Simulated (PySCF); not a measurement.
# Assigning NMR signals

Atom-mapped SMILES (the numbers label the heavy atoms): `[CH3:1][CH2:2][CH2:3][SH:4]`; H(Xn) means a hydrogen on atom n.

[PySCF 2.14.0 with density-fitted response routines: shieldings: GIAO B97-2/pcSseg-2; geometry from PBE0-D3(BJ)/def2-TZVP; fast rotation and ring inversion assumed for equivalent nuclei; no relativistic terms; isolated molecule; a single conformation]

Shifts are taken against calculated references (same method and geometry level): ¹³C (σ = 185.38 ppm), ¹H (σ = 31.64 ppm) against TMS.

Problem. Assign these signals to the numbered atoms. ¹³C{¹H} NMR (computed): δ 36.1 (CH2), 34.1 (CH2), 17.0 (CH3).

Solution. 
36.1 → C2, sp3 CH2: a saturated carbon with 2 carbon neighbours and no heteroatom attached
34.1 → C3, sp3 CH2 bonded to S
17.0 → C1, methyl carbon: aliphatic region, no heteroatom directly attached

C2 and C3 lie closer than the usual error of such a calculation, so a measured spectrum could show them in the other order.

Problem. Assign these signals to the numbered atoms. ¹H NMR (400 MHz, computed): δ 2.29 (t, 2H), 1.56 (m, 2H), 1.54 (br s, 1H), 0.97 (t, 3H).

Solution. 
| δ (ppm) | atoms | environment | reason |
| --- | --- | --- | --- |
| 2.29 | H(C3) | hydrogen on an sp3 CH2 bonded to S | – |
| 1.56 | H(C2) | hydrogen on an sp3 CH2 | – |
| 1.54 | H(S4) | hydrogen on a thiol sulfur | exchangeable; this is the value without hydrogen bonding to other molecules |
| 0.97 | H(C1) | hydrogen on a methyl carbon | far from electronegative atoms and π systems |

H(C2) and H(S4) lie closer than the usual error of such a calculation, so a measured spectrum could show them in the other order.

The OH or NH signal is concentration- and solvent-dependent in practice; the value given is the gas-phase one. Shifts are as computed. Against solution values, carbons near 30 ppm lie about +3 ppm off and those near 130 ppm about +7 ppm; carbons on S a further +4 ppm. Of 1211 compounds with measured shifts, 218 miss one by over three times the rms of a fit or turn the order of signals round; such compounds aren't used in these exercises. No couplings were computed; multiplicities are counted from neighbouring protons, with m where these are inequivalent, close in shift, in a saturated or five-membered ring or joined by F or P, and br s for small geminal =CH2 splittings.
